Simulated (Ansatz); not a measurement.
**Ti under changes of volume**

One of the cells (17.676 Å³/atom); the others are scaled copies at fixed shape and fractional positions:

```
Ti
1.0
    -1.64100    1.64100    1.64100
     1.64100   -1.64100    1.64100
     1.64100    1.64100   -1.64100
Ti
1
Direct
  0.00000 0.00000 0.00000
```

This isn't the form of Ti at room conditions, which is hcp.

- Program: Ansatz 0.2.0
- Functional: r2SCANh
- Potentials or basis: Ansatz PAW
- Cutoff: 500 eV (not typed: the program's choice for these potentials)
- k mesh: 6 × 6 × 6
- Occupations: fermi-dirac, width 0.05 eV
- Spin: no spin polarisation

```csv
volume (Å³/atom),energy over the lowest point (meV/atom),pressure (GPa)
16.616,13.92,5.8
16.969,?,?
17.323,0.00,0.3
17.676,1.85,-2.1
18.030,8.88,-4.3
18.383,20.57,-6.3
18.737,36.56,-8.1
```

Task: What does the run at 16.969 Å³/atom give?

Result: Energy over the lowest point 3.80 meV/atom; pressure 3.0 GPa.

Worked out: A Birch-Murnaghan fit of order 3 (a polynomial in V^(-2/3)) to the other rows has its minimum at 17.38 Å³/atom with B0 = V·E''(V) = 125 GPa and B' = 3.8. It gives 3.84 meV/atom at 16.969 Å³/atom, against the run's 3.80, and -dE/dV = 3.1 GPa, against 3.0.

Energies are extrapolated to zero smearing.

Caveats: all runs use coarse meshes; the PAW data sets come from PBE, with cores solved anew for the run's functional, which leaves a small shift of forces and pressure; the thresholds are loose for stress.
